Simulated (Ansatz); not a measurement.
# SrO (zincblende type): optical response by level

Aim: the dielectric function of SrO (zincblende type) in the independent-particle picture, and how it depends on the functional and on the gap. Plan: HSE06 for the gap; optics with PBE on 8×8×8; optics with r2SCAN on 8×8×8; optics with LDA on 8×8×8; optics with PBE and scissors to the HSE06 gap on 8×8×8; optics with PBE with spin-orbit coupling on 8×8×8.

Program: Ansatz 0.2.0. Level of theory: plane waves, PAW; no local fields, no excitons. These are calculated values, not measurements.

**1. The structure to begin with**

It takes space group F-43m (No. 216, cubic). Conventional cell: a = 5.585 Å, b = 5.585 Å, c = 5.585 Å, α = 90.00°, β = 90.00°, γ = 90.00°. Sr (site symmetry -43m) has 4 O at 2.42 Å as nearest neighbours. Around O (site symmetry -43m) lie 4 Sr at 2.42 Å.

Coordinates:

```xyz
2
Lattice="0.0000 2.7923 2.7923 2.7923 0.0000 2.7923 2.7923 2.7923 0.0000" Properties=species:S:1:pos:R:3 pbc="T T T"
Sr    0.0000    0.0000    0.0000
O     1.3961    1.3961    1.3961
```

Cell and atoms come from an earlier r2SCAN relaxation.

**2. HSE06 levels at special points**

Contents of input.yaml:

```yaml
crystal:
  lattice:
    - [0.0, 2.7922805169, 2.7922805169]
    - [2.7922805169, 0.0, 2.7922805169]
    - [2.7922805169, 2.7922805169, 0.0]
  atoms:
    - { symbol: Sr, position: [0.0, 0.0, 0.0] }
    - { symbol: O, position: [0.25, 0.25, 0.25] }
kpoints:
  mp_grid: { grid: [4, 4, 4] }
  band_path:
    path:
      - [0.0, 0.0, 0.0]
      - [-0.5, -0.5, 0.0]
      - [-0.375, -0.375, 0.25]
      - [-0.375, 0.0, 0.375]
      - [0.0, 0.0, 0.5]
      - [-0.5, -0.25, 0.25]
      - [0.25, -0.5, -0.25]
    npoints: 1
hamiltonian:
  xc: hse06
scf:
  occupations: { method: fixed }
  n_extra_bands: 4
output:
  forces: true
  stress: true
  eigenvalues: true
  write_density: true
  write_potential: true
  elf: true
  volumetric_format: npy
```

Started as:

```
$ ansatz run input.yaml --threads 4 --pin off --max-ram 3686MiB --backend cpu --events-out ev --progress --plain --runs-dir out
```

Further steps of the session: Optics, PBE; Optics, r2SCAN; Optics, LDA; Optics, PBE with a scissors shift; Optics, PBE with spin-orbit coupling.

Before running them: what should the planned runs give, taken together? Wanted: ε∞, PBE; ε∞, r2SCAN; ε∞, LDA; ε∞, PBE with spin-orbit coupling; tallest peak of ε₂, PBE; tallest peak of ε₂, r2SCAN; tallest peak of ε₂, LDA; tallest peak of ε₂, PBE with spin-orbit coupling; HSE06 direct gap.

The runs gave:

| quantity | value |
| --- | --- |
| ε∞, PBE | 3.57 |
| ε∞, r2SCAN | 3.30 |
| ε∞, LDA | 3.72 |
| ε∞, PBE + 1.38 eV scissors | 3.19 |
| ε∞, PBE with spin-orbit coupling | 3.57 |
| tallest peak of ε₂, PBE | 6.7 at 5.50 eV (complete to 7.8 eV) |
| tallest peak of ε₂, r2SCAN | 6.1 at 5.85 eV (complete to 8.3 eV) |
| tallest peak of ε₂, LDA | 6.6 at 5.35 eV (complete to 7.7 eV) |
| tallest peak of ε₂, PBE + 1.38 eV scissors | 6.6 at 6.85 eV (complete to 9.2 eV) |
| tallest peak of ε₂, PBE with spin-orbit coupling | 6.6 at 5.50 eV (complete to 7.8 eV) |
| HSE06 direct gap | 4.74 eV |

**Reading.** From LDA to PBE + 1.38 eV scissors the direct gap grows from 3.16 to 4.74 eV, and ε∞ goes from 3.72 to 3.19. Spin-orbit coupling moves the direct gap by -0.01 eV; ε∞ doesn't compare between these two runs, as the bands summed differ. Local fields and excitons are left out: both change ε∞, and without excitons the onset lacks its lines.
